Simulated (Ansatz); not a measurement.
# SiNi3 under changes of volume

One of the cells (11.109 Å³/atom); the others are scaled copies at fixed shape and fractional positions:

```
Ni Si
1.0
     3.54200    0.00000    0.00000
     0.00000    3.54200    0.00000
     0.00000    0.00000    3.54200
Ni Si
3 1
Direct
  0.50000 0.50000 0.00000
  0.50000 0.00000 0.50000
  0.00000 0.50000 0.50000
  0.00000 0.00000 0.00000
```

- Program: Ansatz 0.2.0
- Functional: PBEsol
- Potentials or basis: Ansatz PAW
- Cutoff: 420 eV (not typed: the program's choice for these potentials)
- k mesh: 8 × 8 × 8
- Occupations: fermi-dirac, width 0.05 eV
- Spin: collinear spin, ferromagnetic start
- Starting moments: [1.0, 1.0, 1.0, 0.0] μB

```csv
volume (Å³/atom),energy over the lowest point (meV/atom),pressure (GPa)
10.443,0.00,-1.8
10.665,?,?
10.887,17.60,-10.5
11.109,34.80,-14.1
11.331,56.72,-17.3
11.554,82.81,-20.2
11.776,112.58,-22.7
```

Problem. What does the run at 10.665 Å³/atom give?

Solution. Energy over the lowest point 5.77 meV/atom; pressure -6.4 GPa.

Worked out: A Birch-Murnaghan fit of order 3 (a polynomial in V^(-2/3)) to the other rows has its minimum at 10.36 Å³/atom, just outside them, with B0 = V·E''(V) = 242 GPa and B' = 4.9. It gives 5.78 meV/atom at 10.665 Å³/atom, against the run's 5.77, and -dE/dV = -6.4 GPa, against -6.4.

Energies are extrapolated to zero smearing.

Caveats: the PAW data sets come from PBE, with cores solved anew for the run's functional, which leaves a small shift of forces and pressure; the starting moments weren't kept.
